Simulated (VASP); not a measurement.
B:

```
B
1.0
     1.88524    0.00000    0.00000
     0.00000    1.88524    0.00000
     0.00000    0.00000    1.88524
B
1
Direct
  0.50000 0.50000 0.50000
```

The cell was built by a generator and needn't be a form met in nature.

Base run:

* Program: VASP 6.6.1
* Functional: BLYP
* Potentials or basis: VASP PAW PBE potentials, release 64 (B)
* Cutoff: 520 eV
* k mesh: 14 × 14 × 14
* Occupations: fermi-dirac, width 0.05 eV
* Spin: no spin polarisation

Its results: pressure 8.2 GPa.

Task: The run is repeated on the same cell with these changes: functional from BLYP to RPBE. What comes out?

Result: Pressure 3.9 GPa.

Caveats: the PAW data sets were made with another functional, which shifts forces and pressure a little.
